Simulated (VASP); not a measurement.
# K₈I₇: saddle point by the improved dimer method

K₈I₇, defect, 15 atoms in the cell. PBE, improved dimer method; PAW potentials I, K_sv (PBE set).

Path: a I atom hops into a neighbouring I vacancy; Length of the hop (Å): 4.996; Charge of the cell: 1; Atoms free in the vibrations (from 0): 0, 7, 8, 9, 11.

## Input

INCAR.step1:
```
PREC     = Accurate       # precision mode
ENCUT    = 300            # plane-wave cutoff, eV
EDIFF    = 1E-7           # SCF threshold, eV
ISMEAR   = 0              # smearing method
SIGMA    = 0.05           # smearing width, eV
LREAL    = F              # projectors in reciprocal space
LASPH    = T              # aspherical terms in the spheres
NELM     = 100            # most SCF steps
ALGO     = Normal         # electronic algorithm
LWAVE    = F              # write WAVECAR
LCHARG   = F              # write CHGCAR
ISYM     = 0            
NELECT   = 120.0        
KPAR     = 4            
IBRION   = 2              # ionic algorithm
NSW      = 100            # ionic steps
ISIF     = 2              # what is computed and relaxed
EDIFFG   = -0.005         # ionic threshold
POTIM    = 0.5            # step
```

INCAR.step2, as INCAR.step1 but for:
```
- EDIFF = 1E-7
- EDIFFG = -0.005
+ EDIFF = 1E-6
+ EDIFFG = -0.02
```

INCAR.step3, as INCAR.step2 but for:
```
- IBRION = 2
- NSW = 100
- ISIF = 2
- POTIM = 0.5
+ IBRION = 44
+ NSW = 300
```

INCAR.step4, as INCAR.step3 but for:
```
- EDIFF = 1E-6
- IBRION = 44
- NSW = 300
- EDIFFG = -0.02
+ EDIFF = 1E-7
+ IBRION = 5
+ NFREE = 2
+ POTIM = 0.015
+ NSW = 1
```

KPOINTS:
```
k-points
0
Gamma
  2 2 2
```

POSCAR.step1:
```
K8I7
1.0
    0.0000000000      7.0655500000      7.0655500000
    7.0655500000      0.0000000000      7.0655500000
    7.0655500000      7.0655500000      0.0000000000
I K
7 8
Direct
    0.2500000000      0.2500000000      0.7500000000
    0.2500000000      0.7500000000      0.2500000000
    0.2500000000      0.7500000000      0.7500000000
    0.7500000000      0.2500000000      0.2500000000
    0.7500000000      0.2500000000      0.7500000000
    0.7500000000      0.7500000000      0.2500000000
    0.7500000000      0.7500000000      0.7500000000
    0.0000000000      0.0000000000      0.0000000000
    0.0000000000      0.0000000000      0.5000000000
    0.0000000000      0.5000000000      0.0000000000
    0.0000000000      0.5000000000      0.5000000000
    0.5000000000      0.0000000000      0.0000000000
    0.5000000000      0.0000000000      0.5000000000
    0.5000000000      0.5000000000      0.0000000000
    0.5000000000      0.5000000000      0.5000000000
```

POSCAR.step2:
```
K8I7
1.0
    0.0000000000      7.0655500000      7.0655500000
    7.0655500000      0.0000000000      7.0655500000
    7.0655500000      7.0655500000      0.0000000000
I K
7 8
Direct
    0.2500000000      0.2500000000      1.2500000000
    0.2500000000      0.7500000000      0.2500000000
    0.2500000000      0.7500000000      0.7500000000
    0.7500000000      0.2500000000      0.2500000000
    0.7500000000      0.2500000000      0.7500000000
    0.7500000000      0.7500000000      0.2500000000
    0.7500000000      0.7500000000      0.7500000000
    0.0000000000      0.0000000000      0.0000000000
    0.0000000000      0.0000000000      0.5000000000
    0.0000000000      0.5000000000      0.0000000000
    0.0000000000      0.5000000000      0.5000000000
    0.5000000000      0.0000000000      0.0000000000
    0.5000000000      0.0000000000      0.5000000000
    0.5000000000      0.5000000000      0.0000000000
    0.5000000000      0.5000000000      0.5000000000
```

POSCAR.step3:
```
K8I7                                    
1.0
    0.0000000000      7.0655500000      7.0655500000
    7.0655500000      0.0000000000      7.0655500000
    7.0655500000      7.0655500000      0.0000000000
I K
7 8
Direct
    0.2442521484      0.2569314027      0.9818941478
    0.2496668018      0.7457706908      0.2342821104
    0.2514977306      0.7500080019      0.7295056235
    0.7413541665      0.2536928433      0.2409441352
    0.7517204941      0.2492450061      0.7316193668
    0.7508255713      0.7484991408      0.2362790967
    0.7483236177      0.7517450519      0.7320746340
   -0.0080825395      0.9947481245     -0.0075180054
    0.9977353871      0.9956894019      0.4878147569
    0.9621937143      0.5406432361      0.9817091292
    0.9921463382      0.5103519208      0.4794306654
    0.5394960067      0.9624007086      0.9838563524
    0.5140361537      0.9832474760      0.4811482497
    0.5097698539      0.5042658137      0.9750329649
    0.5050962174      0.5068822156      0.4747133678

    0.6793802356      0.6793800124      0.0000001122
   -0.0485271731     -0.0485271997     -0.0000000824
   -0.0485272122     -0.0485271906     -0.0000000820
   -0.0485272918     -0.0485272051      0.0000000844
   -0.0485271649     -0.0485270879      0.0000000277
   -0.0485272164     -0.0485271456      0.0000000179
   -0.0485272341     -0.0485271290      0.0000000456
   -0.0485271245     -0.0485272617     -0.0302162418
   -0.0485268070     -0.0485268632      0.0301939094
   -0.0183098314     -0.0183324231     -0.0000001553
   -0.0787217665     -0.0787437611     -0.0000004557
   -0.0183327330     -0.0183105139      0.0000004976
   -0.0787443783     -0.0787215973     -0.0000004663
   -0.0485272666     -0.0485275678     -0.0301940359
   -0.0485270357     -0.0485270665      0.0302168244
```

POSCAR.step4:
```
K8I7
1.0
    0.0000000000      7.0655500000      7.0655500000
    7.0655500000      0.0000000000      7.0655500000
    7.0655500000      7.0655500000      0.0000000000
I K
7 8
Selective dynamics
Direct
    0.2482809936      0.2485487506      0.9866890100  T T T
    0.2725929726      0.7100316439      0.2417358042  F F F
    0.2274693858      0.7900173369      0.7243054237  F F F
    0.7095081990      0.2727355521      0.2418024740  F F F
    0.7898348693      0.2280606187      0.7240855312  F F F
    0.7499384717      0.7500291568      0.2622242097  F F F
    0.7503856164      0.7506655995      0.7025851072  F F F
    0.0083984407      0.0087366567      0.0078976505  T T T
    0.0090653243      0.0094824551      0.4401554279  T T T
    0.9339526265      0.5669661722      0.9821559776  T T T
    0.0046529954      0.4957667575      0.4824108704  F F F
    0.5671657513      0.9342711237      0.9819354491  T T T
    0.4953443077      0.0046480663      0.4824882682  F F F
    0.4918154079      0.4922557822      0.9580577930  F F F
    0.4916263000      0.4919053626      0.5242575988  F F F
```

POSCAR.step5:
```
K8I7
1.0
    0.0000000000      7.0655500000      7.0655500000
    7.0655500000      0.0000000000      7.0655500000
    7.0655500000      7.0655500000      0.0000000000
I K
7 8
Selective dynamics
Direct
    0.2500000540      0.2499999148      0.7500000286  T T T
    0.2500000138      0.7500000210      0.2499999816  F F F
    0.2500000140      0.7500000298      0.7500000355  F F F
    0.7499999679      0.2500000051      0.2500000342  F F F
    0.7499999791      0.2500000193      0.7499999933  F F F
    0.7499999775      0.7499999895      0.2500000065  F F F
    0.7499999550      0.7500000242      0.7499999956  F F F
    0.0000000544      0.9999998836      0.0000000379  T T T
    0.9896296428      0.9896296515      0.5103701110  T T T
    0.9896296374      0.5103702042      0.9896295295  T T T
    0.9896298870      0.5103703870      0.5103703123  F F F
    0.5103700646      0.9896296639      0.9896296782  T T T
    0.5103703660      0.9896298333      0.5103704008  F F F
    0.5103703191      0.5103703801      0.9896298990  F F F
    0.5000000674      0.4999999927      0.4999999560  F F F
```

Commands (each step's output is kept before the next begins):
```
cat potpaw_PBE.64/I/POTCAR potpaw_PBE.64/K_sv/POTCAR > POTCAR
cp INCAR.step1 INCAR
cp POSCAR.step1 POSCAR
mpirun -np 8 vasp_std > vasp.out
cp INCAR.step2 INCAR
cp POSCAR.step2 POSCAR
mpirun -np 8 vasp_std > vasp.out
# the block under the positions in POSCAR is the starting axis: the straight line between the two relaxed ends
cp INCAR.step3 INCAR
cp POSCAR.step3 POSCAR
mpirun -np 8 vasp_std > vasp.out
# POSCAR: the saddle point
cp INCAR.step4 INCAR
cp POSCAR.step4 POSCAR
mpirun -np 8 vasp_std > vasp.out
# POSCAR: the relaxed minimum
cp POSCAR.step5 POSCAR
mpirun -np 8 vasp_std > vasp.out
```

## Result

- Barrier (eV): 0.634
- Barrier with zero-point energies (eV): 0.630
- Imaginary frequency (cm⁻¹): 28
- Imaginary modes at the saddle: 1
- Attempt frequency (THz): 8.2
- Force evaluations of the dimer: 76
- Largest force left (eV/Å): 0.0100
- Ionic steps, all stages: 146
- Electronic steps, all stages: 1002

Vibrations (cm⁻¹; a negative value is imaginary):

| Mode | Minimum | Saddle |
|---|---|---|
| 1 | 117 | 173 |
| 2 | 113 | 172 |
| 3 | 112 | 122 |
| 4 | 111 | 112 |
| 5 | 98 | 109 |
| 6 | 98 | 103 |
| 7 | 94 | 89 |
| 8 | 93 | 85 |
| 9 | 91 | 71 |
| 10 | 91 | 62 |
| 11 | 88 | 56 |
| 12 | 87 | 53 |
| 13 | 52 | 45 |
| 14 | 51 | 18 |
| 15 | 45 | -28 |

Harmonic rate, classical:

| Temperature (K) | Jumps per second |
|---|---|
| 300 | 1.8e+02 |
| 600 | 3.8e+07 |
| 900 | 2.3e+09 |

The cell is IK (16 atoms) with one I atom missing.

Limits: the cell holds 15 atoms, so the vacancy or interstitial meets its own images and the barrier isn't that of a lone defect; the cell is charged against a uniform background; the barrier compares two equally charged cells; the attempt frequency counts the hopping atom and the four atoms nearest to it, while all others are held.

VASP 6.6.1 took 1999 s on 8 cores (AMD EPYC 9R45 (Zen 5)), a shared host.
